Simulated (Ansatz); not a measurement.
Ge:

```
CELL_PARAMETERS angstrom
-2.57449 2.57449 1.39741
2.57449 -2.57449 1.39741
2.57449 2.57449 -1.39741
ATOMIC_POSITIONS crystal
Ge 0.50000 0.50000 0.00000
Ge 0.25000 0.75000 0.50000
```

This isn't the form of Ge at room conditions, which is diamond.

Base run:

```yaml
Program: Ansatz 0.2.0
Functional: LDA
Potentials_or_basis: Ansatz PAW
Cutoff: "420 eV (not typed: the program's choice for these potentials)"
k_mesh: 11 × 11 × 11
Occupations: fermi-dirac, width 0.05 eV
Spin: no spin polarisation
```

Its results: band gap on the k mesh none (metal or under the smearing width); pressure -2.5 GPa.

Q: After a change of settings the same cell gave: band gap on the k mesh none (metal or under the smearing width); pressure 3.2 GPa. Which change was it?
A. functional from LDA to PBEsol
B. k mesh from 11 × 11 × 11 to 8 × 8 × 8; spin from no spin polarisation to spin-orbit coupling, no magnetisation; potential files from those of the base run to others of the same set
C. functional from LDA to PBE

A: C.

PBE binds less tightly than LDA, so the same cell stands under more pressure.

Caveats: the PAW data sets come from PBE, with cores solved anew for the run's functional, which leaves a small shift of forces and pressure (some runs).
